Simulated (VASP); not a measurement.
# Rh (Fm-3m) in VASP: further runs

One crystal, Rh, is run at these levels: PBEsol, r2SCAN, HSE06; tasks: single point.

Program: VASP 6.6.1. These are calculated values, not measurements. Logs are shortened: lines on timing, memory, paths and dates and some standing lists are left out, and cuts for length are marked.

## (1) Starting point

Symmetry: Fm-3m, No. 225, cubic system. The conventional cell has a = 3.830 Å, b = 3.830 Å, c = 3.830 Å, α = 90.00°, β = 90.00°, γ = 90.00°. Rh (site symmetry m-3m) has 12 Rh at 2.71 Å as nearest neighbours.

## (2) Single point, PBEsol

Input file INCAR:

```
SYSTEM = Rh
  PREC = Accurate
  ENCUT = 450
  EDIFF = 1E-6
  ISMEAR = 1
  SIGMA = 0.1
  LREAL = .False.
  LASPH = .True.
  NELM = 120
  ALGO = Normal
  ISIF = 2
  LWAVE = .False.
  LCHARG = .False.
  GGA = PS
  NBANDS = 14
  KPAR = 4
```

Input file KPOINTS:

```
Automatic mesh
0
Gamma
  20 20 20
  0 0 0
```

Input file POSCAR:

```
Rh                                      
1.0
    0.0000000000      1.9148039974      1.9148039974
    1.9148039974     -0.0000000000      1.9148039974
    1.9148039974      1.9148039974      0.0000000000
  Rh            
     1
Direct
     0.0000000000000000    0.0000000000000000    0.0000000000000000
```

Potentials or basis: VASP PAW PBE potentials, release 64 (Rh_pv).

Command:

```
> cat potpaw_PBE.64/Rh_pv/POTCAR > POTCAR
> mpirun -np 4 vasp_std > vasp.out
```

OUTCAR:

```text
SYSTEM = Rh
   PREC = Accurate
   ENCUT = 450
   EDIFF = 1E-6
   ISMEAR = 1
   LREAL = .False.
   LASPH = .True.
   NELM = 120
   ISIF = 2
   GGA = PS

 ion  position               nearest neighbor table
   1  0.000  0.000  0.000-

  LATTYP: Found a face centered cubic cell.
 ALAT       =     3.8296079948

  Lattice vectors:

 A1 = (   0.0000000000,   1.9148039974,   1.9148039974)
 A2 = (   1.9148039974,   0.0000000000,   1.9148039974)
 A3 = (   1.9148039974,   1.9148039974,   0.0000000000)

Analysis of symmetry for initial positions (statically):
=====================================================================
 Subroutine PRICEL returns:
 Original cell was already a primitive cell.

 Routine SETGRP: Setting up the symmetry group for a
 face centered cubic supercell.

 Subroutine GETGRP returns: Found 48 space group operations
 (whereof 48 operations were pure point group operations)
 out of a pool of 48 trial point group operations.

The static configuration has the point symmetry O_h .

Analysis of symmetry for dynamics (positions and initial velocities):
=====================================================================
 Subroutine PRICEL returns:
 Original cell was already a primitive cell.

 Routine SETGRP: Setting up the symmetry group for a
 face centered cubic supercell.

 Subroutine GETGRP returns: Found 48 space group operations
 (whereof 48 operations were pure point group operations)
 out of a pool of 48 trial point group operations.

The dynamic configuration has the point symmetry O_h .

 Subroutine INISYM returns: Found 48 space group operations
 (whereof 48 operations are pure point group operations),
 and found     1 'primitive' translations

----------------------------------------------------------------------------------------

                                     Primitive cell

  volume of cell :      14.0412

  direct lattice vectors                    reciprocal lattice vectors
     0.000000000  1.914803997  1.914803997    -0.261123332  0.261123332  0.261123332
     1.914803997  0.000000000  1.914803997     0.261123332 -0.261123332  0.261123332
     1.914803997  1.914803997  0.000000000     0.261123332  0.261123332 -0.261123332

  length of vectors
     2.707941782  2.707941782  2.707941782     0.452278878  0.452278878  0.452278878

  position of ions in fractional coordinates (direct lattice)
     0.000000000  0.000000000  0.000000000

  ion indices of the primitive-cell ions
   primitive index   ion index
                 1           1

----------------------------------------------------------------------------------------

 KPOINTS: Automatic mesh

Automatic generation of k-mesh.
 Grid dimensions read from file:
 generate k-points for:   20   20   20

 Generating k-lattice:

  Cartesian coordinates                     Fractional coordinates (reciprocal lattice)
    -0.013056167  0.013056167  0.013056167     0.050000000  0.000000000  0.000000000
     0.013056167 -0.013056167  0.013056167     0.000000000  0.050000000  0.000000000
     0.013056167  0.013056167 -0.013056167     0.000000000  0.000000000  0.050000000

  Length of vectors
     0.022613944  0.022613944  0.022613944

  Shift w.r.t. Gamma in fractional coordinates (k-lattice)
     0.000000000  0.000000000  0.000000000

 Subroutine IBZKPT returns following result:
 ===========================================

 Found    256 irreducible k-points:

 Following reciprocal coordinates:
            Coordinates               Weight
  0.000000  0.000000  0.000000      1.000000
  0.050000  0.000000  0.000000      8.000000
  0.100000  0.000000  0.000000      8.000000
  0.150000  0.000000  0.000000      8.000000
  0.200000  0.000000  0.000000      8.000000
  0.250000  0.000000  0.000000      8.000000
[... 16 lines left out ...]
 -0.400000  0.050000  0.000000     24.000000
 -0.350000  0.050000  0.000000     24.000000
 [... further k-points ...]
   k-points           NKPTS =    256   k-points in BZ     NKDIM =    256   number of bands    NBANDS=     14
   number of dos      NEDOS =    301   number of ions     NIONS =      1
   total plane-waves  NPLWV =   8000
   dimension x,y,z NGX =    20 NGY =   20 NGZ =   20
   dimension x,y,z NGXF=    40 NGYF=   40 NGZF=   40
   ions per type =               1
   NGX,Y,Z   is equivalent  to a cutoff of  12.28, 12.28, 12.28 a.u.
   NGXF,Y,Z  is equivalent  to a cutoff of  24.56, 24.56, 24.56 a.u.
 SYSTEM =  Rh
   PREC   = accura    normal or accurate (medium, high low for compatibility)
   ISTART =      0    job   : 0-new  1-cont  2-samecut
   ICHARG =      2    charge: 1-file 2-atom 10-const
   ISPIN  =      1    spin polarized calculation?
   LNONCOLLINEAR =      F non collinear calculations
   LSORBIT =      F    spin-orbit coupling
   LASPH  =      T    aspherical Exc in radial PAW
   ENCUT  =  450.0 eV  33.07 Ry    5.75 a.u.   4.68  4.68  4.68*2*pi/ulx,y,z
   NELM   =    120;   NELMIN=  2; NELMDL= -5     # of ELM steps
   EDIFF  = 0.1E-05   stopping-criterion for ELM
   LREAL  =      F    real-space projection
   EDIFFG = 0.1E-04   stopping-criterion for IOM
   NSW    =      0    number of steps for IOM
   IBRION =     -1    ionic relax: 0-MD 1-quasi-New 2-CG
   NFREE  =      0    steps in history (QN), initial steepest desc. (CG)
   ISIF   =      2    stress and relaxation
   ISYM   =      2    0-nonsym 1-usesym 2-fastsym
   POTIM  = 0.5000    time-step for ionic-motion
   TEBEG  =    0.0;   TEEND  =   0.0 temperature during run
   PSTRESS=    0.0 pullay stress
   NELECT =      15.0000    total number of electrons
   NUPDOWN=      -1.0000    fix difference up-down
   EMIN   =  10.00;   EMAX   =-10.00  energy-range for DOS
   EFERMI =   0.00;   METHOD = LEGACY
   ISMEAR =     1;   SIGMA  =   0.10  broadening in eV -4-tet -1-fermi 0-gaus
   EFERMI_NEDOS =   21; number of points for ismear=-14 and -15
   IALGO  =     38    algorithm
   IMIX   =      4    mixing-type and parameters
     AMIX     =   0.40;   BMIX     =  1.00
     AMIX_MAG =   1.60;   BMIX_MAG =  1.00
  volume/ion in A,a.u.               =      14.04        94.75
  Fermi-wavevector in a.u.,A,eV,Ry     =   1.673546  3.162543 38.106591  2.800755
  Thomas-Fermi vector in A             =   2.758498
   LORBIT       =      0    0 simple, 1 ext, 2 COOP (PROOUT), +10 PAW based schemes
   GGA     = PS    functional components
   LHFCALC =     F    Hartree Fock is set to
   AEXX    =    0.0000 exact exchange contribution
   IVDW    =     0    specifies the selected vdW correction
   LEPSILON=     F    determine dielectric tensor
   LRPA    =     F    only Hartree local field effects (RPA)
 non-spin polarized calculation
 Methfessel and Paxton  Order N= 1 SIGMA  =   0.10
  energy-cutoff  :      450.00
  volume of cell :       14.04
 maximum number of plane-waves:       322
   NGX =  9   NGY =  9   NGZ =  9

 number of electron      15.0000003 magnetization

 Free energy of the ion-electron system (eV)
  ---------------------------------------------------
  ext. energy  EPLUGINS =         0.00000000
  ---------------------------------------------------
  free energy    TOTEN  =        -8.12025176 eV

  energy without entropy =       -8.12036579  energy(sigma->0) =       -8.12028977

 E-fermi :  11.3785     XC(G=0): -14.0829

 val. band max:       11.3679559603   @ k =  -0.3000   0.3000   0.1000
 cond. band min:      11.3792950890   @ k =  -0.3500   0.2000   0.0500
 fundamental gap:      0.0113391286
 Fermi energy:        11.3784669995

 k-point     1 :       0.0000    0.0000    0.0000
  band No.  band energies     occupation
      1     -34.9265      2.00000
      2     -34.9265      2.00000
      3     -34.9265      2.00000
      4       3.4735      2.00000
      5       8.3753      2.00000
      6       8.3753      2.00000
      7       8.3753      2.00000
      8      10.4203      2.00000
      9      10.4203      2.00000
     10      27.3189      0.00000
     11      31.8048      0.00000
     12      32.6513      0.00000
     13      32.6513      0.00000
     14      32.6513      0.00000

 k-point     2 :       0.0500    0.0000    0.0000
  band No.  band energies     occupation
      1     -34.9439      2.00000
      2     -34.9290      2.00000
      3     -34.9290      2.00000
      4       3.5728      2.00000
      5       8.3312      2.00000
      6       8.4141      2.00000
      7       8.4141      2.00000
      8      10.3984      2.00000
      9      10.3984      2.00000
     10      27.4612      0.00000
     11      31.7996      0.00000
     12      32.0763      0.00000
     13      32.7939      0.00000
     14      32.7939      0.00000

 k-point     3 :       0.1000    0.0000    0.0000
  band No.  band energies     occupation
      1     -34.9940      2.00000
      2     -34.9357      2.00000
      3     -34.9357      2.00000
      4       3.8609      2.00000
      5       8.2161      2.00000
      6       8.5187      2.00000
      7       8.5187      2.00000
      8      10.3474      2.00000
      9      10.3474      2.00000
     10      27.8491      0.00000
     11      30.8107      0.00000
     12      31.8085      0.00000
     13      33.2103      0.00000
     14      33.2103      0.00000
[... 324 lines left out ...]
 k-point    23 :      -0.4000    0.0500    0.0000
  band No.  band energies     occupation
      1     -35.5617      2.00000
      2     -35.0319      2.00000
      3     -35.0136      2.00000
      4       5.5122      2.00000
      5       8.3327      2.00000
      6       8.4295      2.00000
      7      10.5630      2.00000
      8      11.5570     -0.02999
      9      12.4188     -0.00000
     10      20.9959      0.00000
     11      27.2317      0.00000
     12      31.8055      0.00000
     13      32.2200      0.00000
     14      33.2743      0.00000

 k-point    24 :      -0.3500    0.0500    0.0000
  band No.  band energies     occupation
      1     -35.4974      2.00000
      2     -35.0245      2.00000
      3     -35.0019      2.00000
      4       5.5759      2.00000
      5       8.4429      2.00000
      6       8.5260      2.00000
      7       9.7692      2.00000
      8      11.1883      2.02171
      9      11.9120     -0.00000
     10      22.4922      0.00000
     11      27.6765      0.00000
     12      31.8068      0.00000
     13      32.7841      0.00000
     14      34.3898      0.00000

 [... further k-points ...]

------------------------ aborting loop because EDIFF is reached ----------------------------------------

  FORCE on cell =-STRESS in cart. coord.  units (eV):
  Direction    XX          YY          ZZ          XY          YZ          ZX
  --------------------------------------------------------------------------------------
  -------------------------------------------------------------------------------------
  Total       -0.9395822     -0.9395822     -0.9395822      0.0000000     -0.0000000     -0.0000000
  in kB     -107.2117569   -107.2117569   -107.2117569      0.0000000     -0.0000000     -0.0000000
  external PRESSURE =    -107.2117569 kB  Pullay stress =       0.0000000 kB

 VOLUME and BASIS-vectors are now :
 -----------------------------------------------------------------------------
  energy-cutoff  :      450.00
  volume of cell :       14.04
      direct lattice vectors                 reciprocal lattice vectors
     0.000000000  1.914803997  1.914803997    -0.261123332  0.261123332  0.261123332
     1.914803997  0.000000000  1.914803997     0.261123332 -0.261123332  0.261123332
     1.914803997  1.914803997  0.000000000     0.261123332  0.261123332 -0.261123332

 POSITION                                       TOTAL-FORCE (eV/Angst)
 -----------------------------------------------------------------------------------
      0.00000      0.00000      0.00000         0.000000     -0.000000      0.000000
 -----------------------------------------------------------------------------------
    total drift:                                0.000000      0.000000      0.000000

  FREE ENERGIE OF THE ION-ELECTRON SYSTEM (eV)
  ---------------------------------------------------
  free  energy   TOTEN  =        -8.1202517577 eV

  energy  without entropy=       -8.1203657928  energy(sigma->0) =       -8.12028977
```

Wall time 4.9 s (4 MPI ranks of Intel Xeon 6975P-C (Granite Rapids), shared host); peak memory 0.14 GiB.

What came out:

| Item | Value |
| --- | --- |
| Free energy | -8.1203 eV |
| Pressure | -10.7 GPa |
| Band gap on the k mesh | none (metal or under the smearing width) |

Levels at points of the mesh, in eV from the Fermi level:
```
           k point  band 5  band 6  band 7  band 8  band 9  band 10
(0.00, 0.00, 0.00)   -3.00   -3.00   -3.00   -0.96   -0.96    15.94
(0.50, 0.00, 0.00)   -3.07   -3.07    0.55    0.55    0.67     8.37
(0.50, 0.50, 0.00)   -5.80    0.53    0.95    0.95    3.15    11.95
```

Caveat: the PAW data sets were made with another functional, which shifts forces and pressure a little.

## (3) Single point, r2SCAN

Changes to INCAR since step 2:

```diff
@@ -13,3 +13,4 @@
   LCHARG = .False.
-  GGA = PS
+  METAGGA = R2SCAN
+  LMIXTAU = .True.
   NBANDS = 14
```

KPOINTS is that of step 2.

POSCAR is that of step 2.

Potentials or basis: VASP PAW PBE potentials, release 64 (Rh_pv).

Command:

```
> cat potpaw_PBE.64/Rh_pv/POTCAR > POTCAR
> mpirun -np 4 vasp_std > vasp.out
```

OUTCAR:

```text
SYSTEM = Rh
   PREC = Accurate
   ENCUT = 450
   EDIFF = 1E-6
   ISMEAR = 1
   LREAL = .False.
   LASPH = .True.
   NELM = 120
   ISIF = 2
   METAGGA = R2SCAN

 ion  position               nearest neighbor table
   1  0.000  0.000  0.000-

  LATTYP: Found a face centered cubic cell.
 ALAT       =     3.8296079948

  Lattice vectors:

 A1 = (   0.0000000000,   1.9148039974,   1.9148039974)
 A2 = (   1.9148039974,   0.0000000000,   1.9148039974)
 A3 = (   1.9148039974,   1.9148039974,   0.0000000000)

Analysis of symmetry for initial positions (statically):
=====================================================================
 Subroutine PRICEL returns:
 Original cell was already a primitive cell.

 Routine SETGRP: Setting up the symmetry group for a
 face centered cubic supercell.

 Subroutine GETGRP returns: Found 48 space group operations
 (whereof 48 operations were pure point group operations)
 out of a pool of 48 trial point group operations.

The static configuration has the point symmetry O_h .

[... 168 lines left out ...]
      1     -36.3959      2.00000
      2     -36.3959      2.00000
      3     -36.3959      2.00000
      4       3.3312      2.00000
      5       8.2840      2.00000
      6       8.2840      2.00000
      7       8.2840      2.00000
      8      10.3124      2.00000
      9      10.3124      2.00000
     10      28.0797      0.00000
     11      28.7788      0.00000
     12      33.7080      0.00000
     13      33.7080      0.00000
     14      33.7080      0.00000
[... 377 lines left out ...]
      1     -37.0062      2.00000
      2     -36.5005      2.00000
      3     -36.4763      2.00000
      4       5.4168      2.00000
      5       8.3181      2.00000
      6       8.4004      2.00000
      7       9.8339      2.00000
      8      11.1553      2.01342
      9      11.9330     -0.00000
     10      23.0957      0.00000
     11      28.5024      0.00000
     12      28.7799      0.00000
     13      33.8355      0.00000
     14      35.5054      0.00000

 [... further k-points ...]

------------------------ aborting loop because EDIFF is reached ----------------------------------------

  FORCE on cell =-STRESS in cart. coord.  units (eV):
  Direction    XX          YY          ZZ          XY          YZ          ZX
  --------------------------------------------------------------------------------------
  -------------------------------------------------------------------------------------
  Total       -0.4681634     -0.4681634     -0.4681634     -0.0000000      0.0000000     -0.0000000
  in kB      -53.4201482    -53.4201482    -53.4201482     -0.0000000      0.0000000     -0.0000000
  external PRESSURE =     -53.4201482 kB  Pullay stress =       0.0000000 kB

 VOLUME and BASIS-vectors are now :
 -----------------------------------------------------------------------------
  energy-cutoff  :      450.00
  volume of cell :       14.04
      direct lattice vectors                 reciprocal lattice vectors
     0.000000000  1.914803997  1.914803997    -0.261123332  0.261123332  0.261123332
     1.914803997  0.000000000  1.914803997     0.261123332 -0.261123332  0.261123332
     1.914803997  1.914803997  0.000000000     0.261123332  0.261123332 -0.261123332

 POSITION                                       TOTAL-FORCE (eV/Angst)
 -----------------------------------------------------------------------------------
      0.00000      0.00000      0.00000        -0.000000      0.000000      0.000000
 -----------------------------------------------------------------------------------
    total drift:                                0.000000      0.000000      0.000000

  FREE ENERGIE OF THE ION-ELECTRON SYSTEM (eV)
  ---------------------------------------------------
  free  energy   TOTEN  =       -24.1342248020 eV

  energy  without entropy=      -24.1342005574  energy(sigma->0) =      -24.13421672
```

It took 26 s on 4 MPI ranks of Intel Xeon 6975P-C (Granite Rapids), shared host; peak memory 0.15 GiB.

Results:

```
Free energy            : -24.1342 eV
Pressure               : -5.3 GPa
Band gap on the k mesh : none (metal or under the smearing width)
```

Levels at points of the mesh, in eV from the Fermi level:
| k point | band 4 | band 5 | band 6 | band 7 | band 8 | band 9 | band 10 | band 11 |
| --- | --- | --- | --- | --- | --- | --- | --- | --- |
| (0.00, 0.00, 0.00) | -8.03 | -3.08 | -3.08 | -3.08 | -1.05 | -1.05 | 16.72 | 17.42 |
| (0.50, 0.00, 0.00) | -6.16 | -3.19 | -3.19 | 0.56 | 0.56 | 0.92 | 8.85 | 16.27 |
| (0.50, 0.50, 0.00) | -6.35 | -5.99 | 0.48 | 1.00 | 1.00 | 3.44 | 12.59 | 13.87 |

Caveat: the PAW data sets were made with another functional, which shifts forces and pressure a little.

## (4) Single point, HSE06

POSCAR is that of step 3.

Input file INCAR.step1:

```
SYSTEM = Rh
  PREC = Accurate
  ENCUT = 450
  EDIFF = 1E-5
  ISMEAR = 1
  SIGMA = 0.1
  LREAL = .False.
  LASPH = .True.
  NELM = 120
  ALGO = Normal
  ISIF = 2
  LWAVE = .True.
  LCHARG = .False.
  NBANDS = 14
  KPAR = 4
  GGA = PE
```

Input file INCAR.step2:

```
SYSTEM = Rh
  PREC = Accurate
  ENCUT = 450
  EDIFF = 1E-6
  ISMEAR = 1
  SIGMA = 0.1
  LREAL = .False.
  LASPH = .True.
  NELM = 120
  ALGO = Normal
  ISIF = 2
  LWAVE = .False.
  LCHARG = .False.
  GGA = PE
  LHFCALC = .True.
  HFSCREEN = 0.2
  PRECFOCK = Fast
  NBANDS = 14
  KPAR = 4
  ISTART = 1
```

Input file KPOINTS:

```
Automatic mesh
0
Gamma
  11 11 11
  0 0 0
```

Command:

```
> cat potpaw_PBE.64/Rh_pv/POTCAR > POTCAR
> cp INCAR.step1 INCAR
> mpirun -np 4 vasp_std > vasp.out
> cp INCAR.step2 INCAR
> mpirun -np 4 vasp_std > vasp.out
```

Run time: 16 min. Hardware: 4 MPI ranks of Intel Xeon 6975P-C (Granite Rapids), shared host; peak memory 0.23 GiB.

It converged, with:

```
Free energy            : -8.4849 eV
Pressure               : -9.8 GPa
Band gap on the k mesh : none (metal or under the smearing width)
```

Levels at points of the mesh, in eV from the Fermi level:
| k point | band 4 | band 5 | band 6 | band 7 | band 8 | band 9 | band 10 | band 11 |
| --- | --- | --- | --- | --- | --- | --- | --- | --- |
| (0.00, 0.00, 0.00) | -8.49 | -3.48 | -3.48 | -3.48 | -1.61 | -1.61 | 17.30 | 22.90 |

Caveat: the PAW data sets were made with another functional, which shifts forces and pressure a little.

## (5) The runs side by side

```csv
level,k mesh,grid for exact exchange (PRECFOCK),screening parameter,gap on the mesh (eV),pressure (GPa)
PBEsol,20 × 20 × 20,-,-,none,-10.7
r2SCAN,20 × 20 × 20,-,-,none,-5.3
HSE06,11 × 11 × 11,Fast,0.2 1/A,none,-9.8
```

Alike in all rows: task single point; potentials or basis VASP PAW PBE potentials, release 64 (Rh_pv); no spin polarisation; cell as given; cutoff (eV) 450; smearing methfessel-paxton 0.1 eV.

Every run on the cell as given and a fine mesh finds a metal. The pressure there spans -10.7 GPa (PBEsol) to -5.3 GPa (r2SCAN); a positive pressure means that this level wants a larger cell, a negative one a smaller.

Caveats: the PAW data sets were made with another functional, which shifts forces and pressure a little.

Total energies depend on the potentials used, so only differences within one code and one set of settings carry meaning.
